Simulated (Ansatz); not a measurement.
# GaN: how the free axis answers a strain

GaN, F-43m, a = 4.548 Å. This isn't the usual stable structure of the compound. Ansatz: PBE, PAW, 420 eV, Γ-centred 8×8×6 mesh on 4 atoms, Gaussian smearing 0.02 eV; no spin polarisation. Series: biaxial strain in the a-b plane, c and atoms relaxed; x is the strain in per cent. The axes a, b, c are those of the computed cell (3.216, 3.216, 4.548 Å), along [1 1 0], [-1 1 0], [0 0 1] of the cell named above. y is the change of c in per cent of 4.548 Å.

```
x (%) y (%)
 -4.5      ?
 -3.0   2.99
 -1.5   1.52
  0.0   0.00
  1.5  -1.58
  3.0  -3.22
  4.5  -4.92
```

Question: Fit y = c1 x + c2 x² to the other rows, say what c1 measures, and predict the missing y.

Answer: Least squares on the rows shown. y = −1.035 x − 0.01294 x². With no stress along c, c1 = −2C12/C11 = -1.035. At x = -4.5 the fit asked for gives 4.40 %. The run gave 4.42 %, so the fit is 0.02 % too low, a small miss on the scale of the series.

Cost: 7 runs of about 1.2 core-minutes in all, on AMD EPYC 9R45 (Zen 5) (shared hosts).